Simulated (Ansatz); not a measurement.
# HgTe (I-4m2) in Ansatz: single point with PBEsol

Aim: the single point of HgTe with PBEsol.

Everything below comes from runs of Ansatz 0.2.0. Logs are shortened: lines on timing, memory, paths and dates and some standing lists are left out, and cuts for length are marked.

## (1) Starting point

The structure is tetragonal, space group I-4m2 (No. 119). Conventional cell: a = 6.091 Å, b = 6.091 Å, c = 3.119 Å, α = 90.00°, β = 90.00°, γ = 90.00°. Around Hg (site symmetry -4m2) lie 2 Hg at 3.12 Å and 4 Te at 3.14 Å. Te (site symmetry -4m2) has 2 Te at 3.12 Å and 4 Hg at 3.14 Å as nearest neighbours.

Measurements of this composition are mostly on another form, of space group No. 216.

## (2) Single point, PBEsol

input.yaml

```yaml
crystal:
  lattice:
    - [-3.045603, 3.045603, 1.55941]
    - [3.045603, -3.045603, 1.55941]
    - [3.045603, 3.045603, -1.55941]
  atoms:
    - { symbol: Hg, position: [0.75, 0.25, 0.5] }
    - { symbol: Te, position: [0.0, 0.0, 0.0] }
kpoints:
  mp_grid: { grid: [6, 6, 6] }
scf:
  occupations: { method: fermi_dirac, width: 0.03 }
hamiltonian:
  xc: pbesol
  pseudopotentials: { kind: all_electron, lapw: { basis_error: 0.001 } }
output:
  forces: true
  stress: true
  eigenvalues: true
```

Potentials or basis: all-electron LAPW, scalar-relativistic.

Launch:

```bash
> ansatz run input.yaml --threads 1 --pin off --max-ram 3072MiB --backend cpu --events-out ev --progress --plain --runs-dir out
```

Log:

```text
Warning: RAYON_NUM_THREADS=1 ignored (pool sized by the plan → 1); use --threads N
LAPW: plane waves up to 7.375 Å⁻¹, error target 1.0e-3 eV per atom; small_component_spin mean_spin; Te in spheres of 1.559 Å, 24 of its electrons in bands, Dirac shells []; Hg in spheres of 1.559 Å, 34 of its electrons in bands, Dirac shells [] (how accurate: hamiltonian.pseudopotentials.lapw.basis_error, Limitations)
Engine: ansatz 0.2.0, aarch64-unknown-linux-gnu
Pseudopotentials: kind: all_electron
Pseudopotential: Hg, LAPW, valence charge 34, lapw/all_electron/scalar/gaussian/Hg, Koelling and Harmon's equation, gaussian nucleus
Pseudopotential: Te, LAPW, valence charge 24, lapw/all_electron/scalar/gaussian/Te, Koelling and Harmon's equation, gaussian nucleus
Functional definition: PBEsol
  exchange = pbesol_x
  correlation = pbesol_c
Crystal: 2 atoms, lattice volume = 57.858 Å³
Basis set: ecut = 207.2304138466816 eV, 395 PW (Γ), FFT grids on a1+a2, a2, a3, exchange–correlation at level 2
Bands: 35, of which v1, the nominal top of the filled ones, is band 29 counted from 1 (28 counted from 0)
Symmetry: 8 space group operations
Space group: I-4m2 (ITA 119), of the structure as read, at distance tolerance 3.9e-5 Å
k-points: 30 of 216 (time reversal used)
Non-local potential: Hg, projectors of the file, none
Non-local potential: Te, projectors of the file, none
Initial density: superposition of atomic densities (chi_scale 0.1, normalization cell, long waves kept (reshape's long-wave potential 0.00 eV rms))
Initial wavefunctions: plane waves of lowest kinetic energy (no species holds an atomic orbital)
Functional: x = pbesol(κ = 0.804, μ = 0.12345679012345678), c = pbesol(β = 0.046)
iter 1 solved again at ethr=3.53e-4 eV; its pass at ethr=1.00e-1 eV (dr2=2.05e-1 eV) is discarded
SCF iter   1: F=—  HF=-718490.355737 eV  |F-HF|=—  |Δ(HF+E_count)|=         —  Δρ=1.29e-2  dr2=2.05e-1  ethr=3.53e-4  ⟨swp⟩=2.9  Hψ=6540  notcnv=0
preconditioner: auto → LDOS  [metal: Δε(μ)=0.063 eV  Ē_g=11.380 eV  σ=0.030 eV  W_gap=0.41  n_scr=16 (ndim 8)  ℏωp=20.7 eV  f_vac=0.096  D(μ)=2.93/eV (n_scr^D=20)  β→1.0]
iter 2 solved again at ethr=2.41e-5 eV; its pass at ethr=3.53e-4 eV (dr2=1.40e-2 eV) is discarded
SCF iter   2: F=—  HF=-718490.266162 eV  |F-HF|=—  |Δ(HF+E_count)|=   8.96e-2  Δρ=3.56e-3  dr2=1.40e-2  ethr=2.41e-5  ⟨swp⟩=2.0  Hψ=5436  notcnv=0
SCF iter   3: F=—  HF=-718490.244417 eV  |F-HF|=—  |Δ(HF+E_count)|=   2.17e-2  Δρ=2.67e-3  dr2=1.23e-2  ethr=2.41e-5  ⟨swp⟩=3.0  Hψ=3459  notcnv=0
SCF iter   4: F=—  HF=-718490.230301 eV  |F-HF|=—  |Δ(HF+E_count)|=   1.41e-2  Δρ=1.34e-3  dr2=2.83e-3  ethr=2.13e-5  ⟨swp⟩=2.0  Hψ=3038  notcnv=0
SCF iter   5: F=—  HF=-718490.227887 eV  |F-HF|=—  |Δ(HF+E_count)|=         —  Δρ=3.38e-4  dr2=1.67e-4  ethr=4.88e-6  ⟨swp⟩=2.0  Hψ=3040  notcnv=0
the basis was enlarged: its passes take 76.9 KiB over the memory plan, 1 of 1 planned eigensolver slots
SCF iter   6: F=—  HF=-718490.227775 eV  |F-HF|=—  |Δ(HF+E_count)|=   1.12e-4  Δρ=8.47e-5  dr2=7.51e-6  ethr=2.88e-7  ⟨swp⟩=2.0  Hψ=3038  notcnv=0
SCF iter   7: F=—  HF=-718490.227775 eV  |F-HF|=—  |Δ(HF+E_count)|=   3.44e-7  Δρ=2.02e-5  dr2=4.73e-7  ethr=1.30e-8  ⟨swp⟩=2.0  Hψ=3038  notcnv=0
SCF iter   8: F=-718490.227775 eV  HF=-718490.227775 eV  |F-HF|=3.82e-8  |Δ(HF+E_count)|=   4.33e-8  Δρ=5.11e-6  dr2=2.41e-8  ethr=8.16e-10  ⟨swp⟩=2.0  Hψ=3038  notcnv=0
SCF 1 converged in 8 iterations: F = -718490.227775 eV  dr2 = 2.41e-8
SCF converged after 8 iterations
Free energy (F): -718490.227775 eV
Harris-Foulkes:  -718490.227775 eV  (|F-HF|=3.82e-8)
Internal energy: -718490.219819 eV  (E = F + TS)
E sigma→0 (E₀):  -718490.223797 eV
Entropy (-TS):   -0.007956 eV (-3.978 meV/atom)
Fermi energy:    13.503472 eV
--- Per-component energies (eV) ---
  E_band       = -2581.386537
  E_kinetic    = 805659.161270
  E_xc         = -14699.500489
  E_electrostatic = -1509449.880600  (all electrons and nuclei)
  E_smearing   = -0.007956  (= −TS)
  E_closure    = 0.000000  (closes the sum)
  E_atoms      = -718486.292521  (free atoms, spherical and without spin; not in F)
  Σ components = -718490.227775   (vs F -718490.227775, Δ=0.00e0)
  Basis errors (estimates in eV, not in F): energy 2.5e-4 per atom: plane waves 2.3e-4 (1.2e-4 summed), levels above the bands 7.1e-125, relativity 2.0e-8, radial functions 2.5e-5, core shells 2.6e-7; eigenvalues (radial functions only) 5.0e-6; not estimated: angular momenta, meshes, grids; target (lapw.basis_error) 1.0e-3; muffin-tin radii Te 1.559 Å, Hg 1.559 Å
--- Forces (eV/Å), atoms counted from 1 ---
  atom   1  Hg     0.00000000     0.00000000     0.00000000
  atom   2  Te    -0.00000000     0.00000000     0.00000000
  max |Σ_I F_I| component: 6.94e-18 eV/Å
--- Stress (GPa, compression-positive) ---
       -3.316660       0.000000       0.000000
        0.000000      -3.316660       0.000000
        0.000000       0.000000      -3.171454
  P = ⅓ Tr σ = -3.2683 GPa (-32.683 kbar)
--- Band table (eV; the first three rows and the last of 30) ---
  k-point 0: bands = ["-146.2278", "-101.2326", "-96.4077", "-96.2885", "-96.2885", "-79.2250", "-79.2218", "-79.2218", "-79.2143", "-79.2127", "-79.2055", "-79.2055", "-49.6245", "-49.6200", "-49.6200", "-23.8646", "-23.7776", "-23.7776", "-23.6876", "-23.6860", "0.7404", "6.0672", "6.7441", "6.8232", "7.2757", "7.2757", "9.8809", "10.8258", "10.8258", "16.6005", "17.9049", "20.1978", "20.1978", "22.4231", "23.5884"]
  k-point 1: bands = ["-146.2278", "-101.2326", "-96.4077", "-96.2885", "-96.2885", "-79.2250", "-79.2218", "-79.2218", "-79.2143", "-79.2127", "-79.2055", "-79.2055", "-49.6245", "-49.6200", "-49.6200", "-23.8645", "-23.7777", "-23.7776", "-23.6874", "-23.6861", "0.8486", "6.0602", "6.7276", "6.7438", "7.2726", "7.2921", "8.6133", "11.1461", "12.1584", "16.5195", "17.8845", "18.9733", "19.6620", "22.3652", "24.7341"]
  k-point 2: bands = ["-146.2278", "-101.2326", "-96.4077", "-96.2885", "-96.2885", "-79.2250", "-79.2218", "-79.2218", "-79.2143", "-79.2127", "-79.2055", "-79.2055", "-49.6245", "-49.6201", "-49.6200", "-23.8645", "-23.7777", "-23.7775", "-23.6871", "-23.6861", "1.0925", "6.0321", "6.5634", "6.5932", "7.2712", "7.3185", "7.5767", "11.8905", "13.6231", "16.3273", "16.5517", "17.3198", "21.0625", "22.2550", "23.8936"]
  k-point 29: bands = ["-146.2278", "-101.2326", "-96.4077", "-96.2885", "-96.2885", "-79.2250", "-79.2218", "-79.2218", "-79.2143", "-79.2127", "-79.2055", "-79.2055", "-49.6246", "-49.6201", "-49.6201", "-23.8644", "-23.7775", "-23.7775", "-23.6865", "-23.6863", "1.3383", "6.0272", "7.0468", "7.2987", "7.3056", "7.3056", "8.9544", "8.9544", "9.0045", "16.2826", "20.5857", "21.2629", "21.2629", "25.4536", "26.6109"]
```

Wall time 18 s (1 thread of Arm Neoverse V2, shared host); peak memory 0.3 GiB.

Results:

```yaml
Free_energy: -718490.2278 eV
Pressure: -3.3 GPa
Band_gap_on_the_k_mesh: none (metal or under the smearing width)
```

Levels at points of the mesh, in eV from the Fermi level:
| k point | band 26 | band 27 | band 28 | band 29 | band 30 | band 31 | band 32 | band 33 |
| --- | --- | --- | --- | --- | --- | --- | --- | --- |
| (0.00, 0.00, 0.00) | -6.23 | -3.62 | -2.68 | -2.68 | 3.10 | 4.40 | 6.69 | 6.69 |
| (0.00, 0.00, -0.50) | -6.17 | -6.16 | -1.13 | 1.29 | 1.73 | 2.59 | 3.17 | 8.64 |
| (0.00, -0.50, 0.00) | -6.28 | -4.81 | -2.13 | -1.31 | -0.30 | 3.02 | 3.56 | 5.68 |
| (-0.50, -0.50, -0.50) | -6.20 | -4.55 | -4.55 | -4.50 | 2.78 | 7.08 | 7.76 | 7.76 |

Caveat: the k mesh is coarse (spacing up to 0.38 Å⁻¹), so the values aren't converged; the k mesh is thin for a metal, which can move the energy by tens of meV per atom. The run has no spin-orbit coupling, so splittings on Hg, Te are missing.
